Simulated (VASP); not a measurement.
Crystal: Li2Se.

```
Se Li
1.0
     0.00000    3.00250    3.00250
     3.00250    0.00000    3.00250
     3.00250    3.00250    0.00000
Se Li
1 2
Cartesian
  0.0000 0.0000 0.0000
  4.5038 4.5038 4.5038
  1.5012 1.5012 1.5012
```

Base run:

```yaml
Program: VASP 6.6.1
Functional: RPBE
Potentials_or_basis: VASP PAW PBE potentials, release 64 (Se, Li_sv)
Cutoff: 520 eV
k_mesh: 8 × 8 × 8
Occupations: fermi-dirac, width 0.05 eV
Spin: no spin polarisation
```

Its results: band gap on the k mesh 3.12 eV, indirect (least direct gap 3.56 eV).

**Question.** After a change of settings the same cell gave: band gap on the k mesh 3.23 eV, indirect (least direct gap 3.63 eV). Which change was it?
A. functional from RPBE to PBE; occupations from fermi-dirac, width 0.05 eV to gaussian, width 0.011 eV
B. functional from RPBE to LAK; further incar settings from ALGO = Normal; EDIFF = 1e-06 to ALGO = Normal; EDIFF = 1e-06; NBANDS = 13
C. functional from RPBE to LMBJ; further incar settings from ALGO = Normal; EDIFF = 1e-06 to ALGO = Normal; EDIFF = 1e-07; NBANDS = 13
D. functional from RPBE to BLYP; further incar settings from ALGO = Normal; EDIFF = 1e-06 to ALGO = Normal; EDIFF = 1e-07

**Answer.** D.
